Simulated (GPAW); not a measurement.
Runs of GPAW 26.7.0 on GePt. It takes space group Pnma (No. 62, orthorhombic). Conventional cell: a = 5.719 Å, b = 3.697 Å, c = 6.084 Å, α = 90.00°, β = 90.00°, γ = 90.00°. Pt (site symmetry m) has 6 Ge at 2.48 to 2.65 Å as nearest neighbours. Ge (site symmetry m) is surrounded by 6 Pt at 2.48 to 2.65 Å. 

```csv
task,level,potentials or basis,k mesh,cutoff (eV),maxiter,convergence,band path,band points,mesh quality,gap on the mesh (eV),pressure (GPa),largest force (eV/Å)
single point,TB-mBJ,"GPAW PAW data sets for LDA (gpaw-data 1.2.1), pw",4 × 6 × 4,600,150,-,-,-,not flagged,none,-,-
single point,PBE,"GPAW PAW data sets (gpaw-data 1.2.1), pw",3 × 5 × 3,450,120,default,-,-,coarse,none,8.1,0.14
single point,PBEsol,"PAW data sets generated in the run's folder for this functional, pw",5 × 7 × 5,600,150,-,-,-,not flagged,none,1.0,(a)
band structure,LDA,"the program's PAW data sets (release 1.2.1) made for this functional, pw",3 × 5 × 3,600,150,-,"GXSYGZURTZ,YT,UX,SR",80,coarse,-,-2.6,0.14
band structure,PBE,"GPAW PAW data sets (gpaw-data 1.2.1), pw",3 × 5 × 3,600,150,-,"GXSYGZURTZ,YT,UX,SR",80,coarse,-,8.5,0.14
band structure,PBEsol,"PAW data sets generated in the run's folder for this functional, pw",3 × 5 × 3,600,150,-,"GXSYGZURTZ,YT,UX,SR",80,coarse,-,(b),0.10
single point,LDA,"the program's PAW data sets (release 1.2.1) made for this functional, pw",3 × 5 × 3,450,120,default,-,-,coarse,none,-2.9,0.14
single point,PBE,"GPAW PAW data sets (gpaw-data 1.2.1), pw",3 × 4 × 3,500,120,default,-,-,coarse,none,8.1,0.11
band structure,r2SCAN,"GPAW PAW data sets (gpaw-data 1.2.1), pw",3 × 5 × 3,600,150,-,"GXSYGZURTZ,YT,UX,SR",80,coarse,-,3.8,0.19
```

Alike in all rows: no spin polarisation; cell as given; smearing fermi-dirac 0.05 eV.

Estimate the missing entries.

(a) 0.07; (b) 1.4.

Caveats: some runs use coarse meshes; the cutoff is short for stress and forces, so pressures can be off by a GPa or more (some runs); the PAW data sets were made with another functional, which shifts forces and pressure a little (some runs); a model potential gives levels but no total energy (some runs).

A k mesh can miss the band edges, and the runs leave out spin-orbit coupling on Ge, Pt.

A gap of «none» marks a metal or a gap under the smearing width.

Not every run made on this cell is shown here.
